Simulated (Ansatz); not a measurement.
# Te2Mo: the cost of one run

Method: DFT PBE+D3(BJ), scalar-relativistic, plane waves, PAW, in Ansatz 0.2.0.

2 further runs of the same task are left out: 2 set aside as unsound or not needed.

## 1. Starting point

The structure is hexagonal, space group P-6m2 (No. 187). The conventional cell has a = 3.495 Å, b = 3.495 Å, c = 7.625 Å, α = 90.00°, β = 90.00°, γ = 120.00°. Around Te (site symmetry 3m) lie 3 Mo at 2.72 Å. Around Mo (site symmetry -6m2) lie 6 Te at 2.72 Å.

Structure file:

```
Te Mo
1.0
     3.49516    0.00000    0.00000
    -1.74758    3.02690    0.00000
     0.00000    0.00000    7.62455
Te Mo
2 1
Direct
  0.33333 0.66667 0.76141
  0.33333 0.66667 0.23859
  0.00000 0.00000 0.00000
```

It goes back to an entry of the Materials Project, which need not be the stable form.

It is the result of an earlier relaxation at this level (volume 26.89 Å³/atom; gap on the mesh: 0.97 eV).

## 2. The grid

The energy is mapped over a normal mode and a strain (zone-centre modes of the cell shown) (x along [1 0 0], y along [1 2 0], z along [0 0 1] of the conventional cell).

The axes are (1) amplitude of mode 5 (115 cm⁻¹), largest displacement in the unstrained cell: 7 values from −0.155 Å; (2) strain +e along z and -e/2 along x and y: 7 values from −7.00 %.

Nothing else is relaxed (the pattern is fixed in fractional coordinates). Energies count from the relaxed high-symmetry cell. Points are written as (first, second).

The modes come from a phonon run on the reference cell, made beforehand.

Displacement patterns for an amplitude of 1 (Å):

| atom | x1 | y1 | z1 |
| --- | --- | --- | --- |
| Te1 | 0.000 | 1.000 | 0.000 |
| Te2 | 0.000 | -1.000 | 0.000 |
| Mo3 | 0.000 | 0.000 | 0.000 |

## 3. Point (−0.052 Å, 7.00 %)

Input file input.yaml:

```yaml
crystal:
  lattice:
    - [3.3728278289, 0.0, 0.0]
    - [-1.6864139145, 2.9209545824, 0.0]
    - [0.0, 0.0, 8.1582734926]
  atoms:
    - { symbol: Te, position: [0.3247932314, 0.6495864627, 0.7614144829] }
    - { symbol: Te, position: [0.3418734353, 0.6837468706, 0.2385855171] }
    - { symbol: Mo, position: [0.0, 0.0, 0.0] }
basis:
  ecutwfc: 420
kpoints:
  mp_grid: { grid: [9, 9, 4] }
hamiltonian:
  xc: pbe
  dispersion: d3bj
scf:
  occupations: { method: gaussian, width: 0.05 }
output:
  forces: true
  stress: true
  eigenvalues: true
```

Launch:

```console
$ ansatz run input.yaml --threads 1 --pin off --max-ram 2048MiB --backend cpu --events-out ev --progress --plain --runs-dir out
```

**Question.** How long does this run take on 1 thread of Arm Neoverse V1, shared host, and how much memory does it need?

About 20 s, with a peak of 0.43 GiB.
